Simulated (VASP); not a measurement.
# Al (Im-3m) in VASP: notebook

The runs below take Al through single point, with PBEsol.

Everything below comes from runs of VASP 6.6.1. Logs are shortened: lines on timing, memory, paths and dates and some standing lists are left out, and cuts for length are marked.

### 1 Starting point

The structure is cubic, space group Im-3m (No. 229). The conventional cell has a = 3.182 Å, b = 3.182 Å, c = 3.182 Å, α = 90.00°, β = 90.00°, γ = 90.00°. Around Al (site symmetry m-3m) lie 8 Al at 2.76 Å.

This isn't the form of Al at room conditions, which is fcc.

### 2 Single point, PBEsol

Input file INCAR:

```
ADDGRID = F
ALGO = Normal
EDIFF = 0.001
ENCUT = 400
GGA = PS
ISIF = 2
ISMEAR = 1
LASPH = T
LCHARG = F
LREAL = F
LWAVE = F
NELM = 100
PREC = Accurate
SIGMA = 0.15
```

Input file KPOINTS:

```
k-points
0
Gamma
  10 10 10
```

Input file POSCAR:

```
Al
1.0
   -1.5505220000      1.6151010000      1.5901740000
    1.5972310000     -1.6159030000      1.6376860000
    1.5218560000      1.5872370000     -1.5909760000
Al
1
Direct
   -0.0427450000     -0.0166940000     -0.0578530000
```

Potentials or basis: VASP PAW PBE potentials, release 64 (Al).

The run is started by

```sh
> cat potpaw_PBE.64/Al/POTCAR > POTCAR
> mpirun -np 1 vasp_std > vasp.out
```

OUTCAR:

```text
EDIFF = 0.001
   ENCUT = 400
   GGA = PS
   ISIF = 2
   ISMEAR = 1
   LASPH = T
   LREAL = F
   NELM = 100
   PREC = Accurate

 Found    504 irreducible k-points:

 Following reciprocal coordinates:
            Coordinates               Weight
  0.000000  0.000000  0.000000      1.000000
  0.100000 -0.000000  0.000000      2.000000
  0.200000 -0.000000  0.000000      2.000000
  0.300000 -0.000000  0.000000      2.000000
  0.400000 -0.000000  0.000000      2.000000
  0.500000  0.000000 -0.000000      1.000000
   k-points           NKPTS =    504   k-points in BZ     NKDIM =    504   number of bands    NBANDS=      5
   number of dos      NEDOS =    301   number of ions     NIONS =      1
   total plane-waves  NPLWV =   5832
   dimension x,y,z NGX =    18 NGY =   18 NGZ =   18
   dimension x,y,z NGXF=    36 NGYF=   36 NGZF=   36
   ions per type =               1
   NGX,Y,Z   is equivalent  to a cutoff of  10.90, 10.68, 11.03 a.u.
   NGXF,Y,Z  is equivalent  to a cutoff of  21.79, 21.37, 22.05 a.u.
 SYSTEM =  unknown system
   PREC   = accura    normal or accurate (medium, high low for compatibility)
   ISTART =      0    job   : 0-new  1-cont  2-samecut
   ICHARG =      2    charge: 1-file 2-atom 10-const
   ISPIN  =      1    spin polarized calculation?
   LNONCOLLINEAR =      F non collinear calculations
   LSORBIT =      F    spin-orbit coupling
   LASPH  =      T    aspherical Exc in radial PAW
   ENCUT  =  400.0 eV  29.40 Ry    5.42 a.u.   4.48  4.57  4.43*2*pi/ulx,y,z
   NELM   =    100;   NELMIN=  2; NELMDL= -5     # of ELM steps
   EDIFF  = 0.1E-02   stopping-criterion for ELM
   LREAL  =      F    real-space projection
   EDIFFG = 0.1E-01   stopping-criterion for IOM
   NSW    =      0    number of steps for IOM
   IBRION =     -1    ionic relax: 0-MD 1-quasi-New 2-CG
   NFREE  =      0    steps in history (QN), initial steepest desc. (CG)
   ISIF   =      2    stress and relaxation
   ISYM   =      2    0-nonsym 1-usesym 2-fastsym
   POTIM  = 0.5000    time-step for ionic-motion
   TEBEG  =    0.0;   TEEND  =   0.0 temperature during run
   PSTRESS=    0.0 pullay stress
   NELECT =       3.0000    total number of electrons
   NUPDOWN=      -1.0000    fix difference up-down
   EMIN   =  10.00;   EMAX   =-10.00  energy-range for DOS
   EFERMI =   0.00;   METHOD = LEGACY
   ISMEAR =     1;   SIGMA  =   0.15  broadening in eV -4-tet -1-fermi 0-gaus
   EFERMI_NEDOS =   21; number of points for ismear=-14 and -15
   IALGO  =     38    algorithm
   IMIX   =      4    mixing-type and parameters
     AMIX     =   0.40;   BMIX     =  1.00
     AMIX_MAG =   1.60;   BMIX_MAG =  1.00
  volume/ion in A,a.u.               =      16.12       108.75
  Fermi-wavevector in a.u.,A,eV,Ry     =   0.934757  1.766435 11.888373  0.873771
  Thomas-Fermi vector in A             =   2.061595
   LORBIT       =      0    0 simple, 1 ext, 2 COOP (PROOUT), +10 PAW based schemes
   GGA     = PS    functional components
   LHFCALC =     F    Hartree Fock is set to
   AEXX    =    0.0000 exact exchange contribution
   IVDW    =     0    specifies the selected vdW correction
   LEPSILON=     F    determine dielectric tensor
   LRPA    =     F    only Hartree local field effects (RPA)
 non-spin polarized calculation
 Methfessel and Paxton  Order N= 1 SIGMA  =   0.15
  energy-cutoff  :      400.00
  volume of cell :       16.12
 maximum number of plane-waves:       311
 NGX is ok and might be reduce to    18
   NGX =  9   NGY =  9   NGZ =  9

 number of electron       3.0000000 magnetization

 Free energy of the ion-electron system (eV)
  ---------------------------------------------------
  ext. energy  EPLUGINS =         0.00000000
  ---------------------------------------------------
  free energy    TOTEN  =        -3.99615294 eV

  energy without entropy =       -3.99628963  energy(sigma->0) =       -3.99619850

 E-fermi :   8.1974     XC(G=0): -10.3458

 val. band max:        8.1908136371   @ k =   0.5000   0.2000   0.3000
 cond. band min:       8.2032915719   @ k =   0.0000   0.2000   0.5000
 fundamental gap:      0.0124779348
 Fermi energy:         8.1973702639

 k-point     1 :       0.0000    0.0000    0.0000
  band No.  band energies     occupation
      1      -3.0916      2.00000
      2      21.0478      0.00000
      3      21.6469      0.00000
      4      21.9527      0.00000
      5      22.7744      0.00000

 k-point     2 :       0.1000   -0.0000    0.0000
  band No.  band energies     occupation
      1      -2.8053      2.00000
      2      18.3278      0.00000
      3      20.2527      0.00000
      4      20.8046      0.00000
      5      22.5378      0.00000

 k-point     3 :       0.2000   -0.0000    0.0000
  band No.  band energies     occupation
      1      -1.9497      2.00000
      2      14.2300      0.00000
      3      18.7185      0.00000
      4      19.2120      0.00000
      5      21.1913      0.00000

 k-point     4 :       0.3000   -0.0000    0.0000
  band No.  band energies     occupation
      1      -0.5355      2.00000
      2      10.3572     -0.00000
      3      17.6056      0.00000
      4      17.9308      0.00000
      5      20.0388      0.00000

 k-point     5 :       0.4000   -0.0000    0.0000
  band No.  band energies     occupation
      1       1.4198      2.00000
      2       6.9053      2.00000
      3      16.9420      0.00000
      4      17.1275      0.00000
      5      19.3230      0.00000

 k-point     6 :       0.5000    0.0000   -0.0000
  band No.  band energies     occupation
      1       3.6958      2.00000
      2       4.1283      2.00000
      3      16.7247      0.00000
      4      16.8522      0.00000
      5      19.0823      0.00000

 [... further k-points ...]

------------------------ aborting loop because EDIFF is reached ----------------------------------------

  FORCE on cell =-STRESS in cart. coord.  units (eV):
  Direction    XX          YY          ZZ          XY          YZ          ZX
  --------------------------------------------------------------------------------------
  -------------------------------------------------------------------------------------
  Total        0.3412696      0.2282855      0.2832815      0.1638362      0.0005686     -0.2741371
  in kB       33.9280335     22.6954869     28.1630244     16.2881193      0.0565281    -27.2539167
  external PRESSURE =      28.2621816 kB  Pullay stress =       0.0000000 kB

 VOLUME and BASIS-vectors are now :
 -----------------------------------------------------------------------------
  energy-cutoff  :      400.00
  volume of cell :       16.12
      direct lattice vectors                 reciprocal lattice vectors
    -1.550522000  1.615101000  1.590174000    -0.001770503  0.312333611  0.309906003
     1.597231000 -1.615903000  1.637686000     0.316062363  0.002905701  0.305229896
     1.521856000  1.587237000 -1.590976000     0.323572133  0.315167177 -0.004603969

 POSITION                                       TOTAL-FORCE (eV/Angst)
 -----------------------------------------------------------------------------------
      1.52013      1.45255      1.63362        -0.000000      0.000000      0.000000
 -----------------------------------------------------------------------------------
    total drift:                                0.000001      0.000001      0.000002

  FREE ENERGIE OF THE ION-ELECTRON SYSTEM (eV)
  ---------------------------------------------------
  free  energy   TOTEN  =        -3.9961529396 eV

  energy  without entropy=       -3.9962896279  energy(sigma->0) =       -3.99619850
```

stdout:

```text
POSCAR found type information on POSCAR Al
 POSCAR found :  1 types and       1 ions
 scaLAPACK will be used
 -----------------------------------------------------------------------------
|                                                                             |
|                                                                             |
|     You enforced a specific xc type in the INCAR file but a different       |
|     I HOPE YOU KNOW WHAT YOU ARE DOING!                                     |
|                                                                             |
 -----------------------------------------------------------------------------

 LDA part: xc-table for (Slater+PW92), standard interpolation
 POSCAR, INCAR and KPOINTS ok, starting setup
 FFT: planning ... GRIDC
 FFT: planning ... GRID_SOFT
 FFT: planning ... GRID
 WAVECAR not read
 entering main loop
```

Wall time 25 s (1 thread of Intel Xeon Platinum 8375C at 2.90GHz (Ice Lake), shared host); peak memory 0.13 GiB.

These settings aren't checked as converged: the numbers below hold their error.

Results:

```
Free energy            : -3.9962 eV
Pressure               : 2.8 GPa
Band gap on the k mesh : none (metal or under the smearing width)
```

Caveat: the PAW data sets were made with another functional, which shifts forces and pressure a little.

### 3 Single point, PBEsol

Changes to INCAR since step 2:

```diff
@@ -2,3 +2,3 @@
 ALGO = Normal
-EDIFF = 0.001
+EDIFF = 1E-4
 ENCUT = 400
```

KPOINTS is that of step 2.

Input file POSCAR:

```
Al
1.0
   -1.5912186900      1.5912186900      1.5912186900
    1.5912186900     -1.5912186900      1.5912186900
    1.5912186900      1.5912186900     -1.5912186900
Al
1
Direct
    0.0000000000      0.0000000000      0.0000000000
```

Potentials or basis: VASP PAW PBE potentials, release 64 (Al).

The run is started by

```sh
> cat potpaw_PBE.64/Al/POTCAR > POTCAR
> mpirun -np 1 vasp_std > vasp.out
```

OUTCAR:

```text
EDIFF = 1E-4
   ENCUT = 400
   GGA = PS
   ISIF = 2
   ISMEAR = 1
   LASPH = T
   LREAL = F
   NELM = 100
   PREC = Accurate

 Found     47 irreducible k-points:

 Following reciprocal coordinates:
            Coordinates               Weight
  0.000000  0.000000  0.000000      1.000000
  0.100000  0.000000  0.000000     12.000000
  0.200000  0.000000  0.000000     12.000000
  0.300000  0.000000  0.000000     12.000000
  0.400000  0.000000  0.000000     12.000000
  0.500000  0.000000  0.000000      6.000000
   k-points           NKPTS =     47   k-points in BZ     NKDIM =     47   number of bands    NBANDS=      5
   number of dos      NEDOS =    301   number of ions     NIONS =      1
   total plane-waves  NPLWV =   5832
   dimension x,y,z NGX =    18 NGY =   18 NGZ =   18
   dimension x,y,z NGXF=    36 NGYF=   36 NGZF=   36
   ions per type =               1
   NGX,Y,Z   is equivalent  to a cutoff of  10.86, 10.86, 10.86 a.u.
   NGXF,Y,Z  is equivalent  to a cutoff of  21.72, 21.72, 21.72 a.u.
 SYSTEM =  unknown system
   PREC   = accura    normal or accurate (medium, high low for compatibility)
   ISTART =      0    job   : 0-new  1-cont  2-samecut
   ICHARG =      2    charge: 1-file 2-atom 10-const
   ISPIN  =      1    spin polarized calculation?
   LNONCOLLINEAR =      F non collinear calculations
   LSORBIT =      F    spin-orbit coupling
   LASPH  =      T    aspherical Exc in radial PAW
   ENCUT  =  400.0 eV  29.40 Ry    5.42 a.u.   4.49  4.49  4.49*2*pi/ulx,y,z
   NELM   =    100;   NELMIN=  2; NELMDL= -5     # of ELM steps
   EDIFF  = 0.1E-03   stopping-criterion for ELM
   LREAL  =      F    real-space projection
   EDIFFG = 0.1E-02   stopping-criterion for IOM
   NSW    =      0    number of steps for IOM
   IBRION =     -1    ionic relax: 0-MD 1-quasi-New 2-CG
   NFREE  =      0    steps in history (QN), initial steepest desc. (CG)
   ISIF   =      2    stress and relaxation
   ISYM   =      2    0-nonsym 1-usesym 2-fastsym
   POTIM  = 0.5000    time-step for ionic-motion
   TEBEG  =    0.0;   TEEND  =   0.0 temperature during run
   PSTRESS=    0.0 pullay stress
   NELECT =       3.0000    total number of electrons
   NUPDOWN=      -1.0000    fix difference up-down
   EMIN   =  10.00;   EMAX   =-10.00  energy-range for DOS
   EFERMI =   0.00;   METHOD = LEGACY
   ISMEAR =     1;   SIGMA  =   0.15  broadening in eV -4-tet -1-fermi 0-gaus
   EFERMI_NEDOS =   21; number of points for ismear=-14 and -15
   IALGO  =     38    algorithm
   IMIX   =      4    mixing-type and parameters
     AMIX     =   0.40;   BMIX     =  1.00
     AMIX_MAG =   1.60;   BMIX_MAG =  1.00
  volume/ion in A,a.u.               =      16.12       108.75
  Fermi-wavevector in a.u.,A,eV,Ry     =   0.934757  1.766435 11.888371  0.873771
  Thomas-Fermi vector in A             =   2.061595
   LORBIT       =      0    0 simple, 1 ext, 2 COOP (PROOUT), +10 PAW based schemes
   GGA     = PS    functional components
   LHFCALC =     F    Hartree Fock is set to
   AEXX    =    0.0000 exact exchange contribution
   IVDW    =     0    specifies the selected vdW correction
   LEPSILON=     F    determine dielectric tensor
   LRPA    =     F    only Hartree local field effects (RPA)
 non-spin polarized calculation
 Methfessel and Paxton  Order N= 1 SIGMA  =   0.15
  energy-cutoff  :      400.00
  volume of cell :       16.12
 maximum number of plane-waves:       321
 NGX is ok and might be reduce to    18
   NGX =  9   NGY =  9   NGZ =  9

 number of electron       3.0000000 magnetization

 Free energy of the ion-electron system (eV)
  ---------------------------------------------------
  ext. energy  EPLUGINS =         0.00000000
  ---------------------------------------------------
  free energy    TOTEN  =        -4.00392374 eV

  energy without entropy =       -4.00349272  energy(sigma->0) =       -4.00378007

 E-fermi :   8.1627     XC(G=0): -10.3462

 val. band max:        8.1143931803   @ k =   0.5000   0.5000   0.4000
 cond. band min:       8.1798737782   @ k =  -0.4000   0.4000   0.2000
 fundamental gap:      0.0654805980
 Fermi energy:         8.1626868964

 k-point     1 :       0.0000    0.0000    0.0000
  band No.  band energies     occupation
      1      -3.0908      2.00000
      2      21.5876      0.00000
      3      21.5876      0.00000
      4      21.5876      0.00000
      5      23.2304      0.00000

 k-point     2 :       0.1000    0.0000    0.0000
  band No.  band energies     occupation
      1      -2.7987      2.00000
      2      18.7589      0.00000
      3      20.1505      0.00000
      4      20.5600      0.00000
      5      22.1298      0.00000

 k-point     3 :       0.2000    0.0000    0.0000
  band No.  band energies     occupation
      1      -1.9261      2.00000
      2      14.5795      0.00000
      3      18.5823      0.00000
      4      18.9268      0.00000
      5      20.5507      0.00000

 k-point     4 :       0.3000    0.0000    0.0000
  band No.  band energies     occupation
      1      -0.4839      2.00000
      2      10.6297     -0.00000
      3      17.4456      0.00000
      4      17.6095      0.00000
      5      19.3300      0.00000

 k-point     5 :       0.4000    0.0000    0.0000
  band No.  band energies     occupation
      1       1.5090      2.00000
      2       7.1109      2.00000
      3      16.7643      0.00000
      4      16.7901      0.00000
      5      18.5830      0.00000

 k-point     6 :       0.5000    0.0000    0.0000
  band No.  band energies     occupation
      1       3.7926      2.00000
      2       4.3165      2.00000
      3      16.5133      0.00000
      4      16.5375      0.00000
      5      18.3326      0.00000

 [... further k-points ...]

------------------------ aborting loop because EDIFF is reached ----------------------------------------

  FORCE on cell =-STRESS in cart. coord.  units (eV):
  Direction    XX          YY          ZZ          XY          YZ          ZX
  --------------------------------------------------------------------------------------
  -------------------------------------------------------------------------------------
  Total        0.2814276      0.2814276      0.2814276     -0.0000000     -0.0000000     -0.0000000
  in kB       27.9787131     27.9787131     27.9787131     -0.0000000     -0.0000000     -0.0000000
  external PRESSURE =      27.9787131 kB  Pullay stress =       0.0000000 kB

 VOLUME and BASIS-vectors are now :
 -----------------------------------------------------------------------------
  energy-cutoff  :      400.00
  volume of cell :       16.12
      direct lattice vectors                 reciprocal lattice vectors
    -1.591218690  1.591218690  1.591218690     0.000000000  0.314224565  0.314224565
     1.591218690 -1.591218690  1.591218690     0.314224565  0.000000000  0.314224565
     1.591218690  1.591218690 -1.591218690     0.314224565  0.314224565  0.000000000

 POSITION                                       TOTAL-FORCE (eV/Angst)
 -----------------------------------------------------------------------------------
      0.00000      0.00000      0.00000         0.000000     -0.000000      0.000000
 -----------------------------------------------------------------------------------
    total drift:                                0.000000      0.000000      0.000000

  FREE ENERGIE OF THE ION-ELECTRON SYSTEM (eV)
  ---------------------------------------------------
  free  energy   TOTEN  =        -4.0039237435 eV

  energy  without entropy=       -4.0034927220  energy(sigma->0) =       -4.00378007
```

OSZICAR:

```text
N       E                     dE             d eps       ncg     rms          rms(c)
DAV:   1    -0.256206872423E+01   -0.25621E+01   -0.81201E+02   535   0.259E+02
DAV:   2    -0.402519390076E+01   -0.14631E+01   -0.13704E+01   670   0.284E+01
DAV:   3    -0.403299316978E+01   -0.77993E-02   -0.77955E-02   650   0.236E+00
DAV:   4    -0.403300228110E+01   -0.91113E-05   -0.91119E-05   695   0.665E-02
DAV:   5    -0.403300230520E+01   -0.24099E-07   -0.24405E-07   650   0.226E-03    0.137E+00
DAV:   6    -0.401546697878E+01    0.17535E-01   -0.24729E-03   600   0.314E-01    0.772E-01
DAV:   7    -0.400393876144E+01    0.11528E-01   -0.66306E-03   585   0.497E-01    0.168E-01
DAV:   8    -0.400392374346E+01    0.15018E-04   -0.42558E-05   565   0.627E-02
   1 F= -.40039237E+01 E0= -.40037801E+01  d E =-.431021E-03
```

stdout:

```text
POSCAR found type information on POSCAR Al
 POSCAR found :  1 types and       1 ions
 scaLAPACK will be used
 -----------------------------------------------------------------------------
|                                                                             |
|                                                                             |
|     You enforced a specific xc type in the INCAR file but a different       |
|     I HOPE YOU KNOW WHAT YOU ARE DOING!                                     |
|                                                                             |
 -----------------------------------------------------------------------------

 LDA part: xc-table for (Slater+PW92), standard interpolation
 POSCAR, INCAR and KPOINTS ok, starting setup
 FFT: planning ... GRIDC
 FFT: planning ... GRID_SOFT
 FFT: planning ... GRID
 WAVECAR not read
 entering main loop
```

Wall time 6.5 s (1 thread of Intel Xeon Platinum 8375C at 2.90GHz (Ice Lake), shared host); peak memory 0.11 GiB.

The run converged, but some of its settings lie outside the range that counts as converged, so its numbers aren't taken as properties of the crystal.

What came out:

```yaml
Free_energy: -4.0039 eV
Pressure: 2.8 GPa
Band_gap_on_the_k_mesh: none (metal or under the smearing width)
```

Caveat: the PAW data sets were made with another functional, which shifts forces and pressure a little.

(Continued in part 2 of 2.)
